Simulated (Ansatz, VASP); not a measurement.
**Sc in VASP and in Ansatz**

File INCAR:

```
  PREC = Accurate
  ENCUT = 520
  EDIFF = 1E-7
  ISMEAR = 0
  SIGMA = 0.15
  LREAL = F
  LASPH = T
  NELM = 100
  ALGO = Fast
  ISIF = 2
  LWAVE = F
  LCHARG = F
  GGA = PE
  NBANDS = 12
```

KPOINTS

```
regular mesh
0
Gamma
  20 20 20
```

File POSCAR:

```
Sc
1.0
    0.0000000000      2.3344911424      2.1477318510
    2.3344911424      0.0000000000      2.1477318510
    2.3344911424      2.3344911424      0.0000000000
Sc
1
Direct
    0.0000000000      0.0000000000      0.0000000000
```

Input for Ansatz:

```yaml
crystal:
  lattice:
    - [0.0, 2.3344911424, 2.147731851]
    - [2.3344911424, 0.0, 2.147731851]
    - [2.3344911424, 2.3344911424, 0.0]
  atoms:
    - { symbol: Sc, position: [0.0, 0.0, 0.0] }
basis:
  ecutwfc: 420
kpoints:
  mp_grid: { grid: [20, 20, 20] }
hamiltonian:
  xc: pbe
scf:
  occupations: { method: gaussian, width: 0.15 }
output:
  forces: true
  stress: true
  eigenvalues: true
```

Alike in both runs: task single point; functional PBE; k mesh 20 × 20 × 20; occupations gaussian, width 0.15 eV; no spin polarisation.

```csv
,VASP,Ansatz
version,VASP 6.6.1,Ansatz 0.2.0
potentials or method,"VASP PAW PBE potentials, release 64 (Sc_sv)","scalar-relativistic, plane waves, PAW"
plane-wave cutoff (eV),520,420
valence electrons in the cell,11,11
```

|  | VASP | Ansatz | Ansatz less VASP |
| --- | --- | --- | --- |
| gap on the k mesh at the Fermi level (eV) | none | none | - |
| pressure (GPa) | 3.0 | 2.9 | -0.04 |
| largest component of the traceless stress (GPa) | 1.27 | 1.27 | -0.004 |

A gap of «none» marks a metal or a gap that the smearing closes.
